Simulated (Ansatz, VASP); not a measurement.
Two plane-wave programs on Mo

INCAR

```
SYSTEM = Mo
PREC = Accurate ; ENCUT = 600
EDIFF = 1E-6 ; ISMEAR = 0
SIGMA = 0.1 ; LREAL = .FALSE.
LASPH = .TRUE. ; NELM = 60
ALGO = Normal ; ISIF = 3
LWAVE = .FALSE. ; LCHARG = .FALSE.
IBRION = 2 ; NSW = 100
EDIFFG = -0.05
```

The input KPOINTS:

```
regular mesh
0
G
  8 8 8
  0 0 0
```

Contents of POSCAR:

```
Mo
1.0
   -1.5838089700      1.5838089700      1.5838089700
    1.5838089700     -1.5838089700      1.5838089700
    1.5838089700      1.5838089700     -1.5838089700
Mo
1
Direct
    0.0000000000      0.0000000000      0.0000000000
```

Input for Ansatz:

```yaml
crystal:
  lattice:
    - [-1.58380897, 1.58380897, 1.58380897]
    - [1.58380897, -1.58380897, 1.58380897]
    - [1.58380897, 1.58380897, -1.58380897]
  atoms:
    - { symbol: Mo, position: [0.0, 0.0, 0.0] }
basis:
  ecutwfc: 420
kpoints:
  mp_grid: { grid: [8, 8, 8] }
hamiltonian:
  xc: lda
scf:
  occupations: { method: gaussian, width: 0.1 }
output:
  forces: true
  stress: true
  eigenvalues: true
relax:
  adjacent_minimum: "off"
  f_tol: 0.05
  max_steps: 80
  cell: { stress_tol: 0.5 }
```

Alike in both runs: task relaxation of cell and atoms; functional LDA; k mesh 8 × 8 × 8; occupations gaussian, width 0.1 eV; no spin polarisation.

```csv
,VASP,Ansatz
version,VASP 6.6.1,Ansatz 0.2.0
potentials or method,"VASP PAW LDA potentials, release 64 (Mo_sv)","scalar-relativistic, plane waves, PAW"
plane-wave cutoff (eV),600,420
valence electrons in the cell,14,14
```

|  | VASP | Ansatz | Ansatz less VASP |
| --- | --- | --- | --- |
| gap on the k mesh at the Fermi level, each at its own relaxed structure (eV) | none | none | - |
| relaxed volume (Å³/atom) | 15.15 | 15.08 | -0.066 |
| relaxed cell length with the largest relative difference (Å) | 2.700 | 2.696 | -0.0039 |
| energy change over the relaxation (meV/atom) | -31 | -36 | -5.1 |

A gap of «none» marks a metal or a gap that the smearing closes.
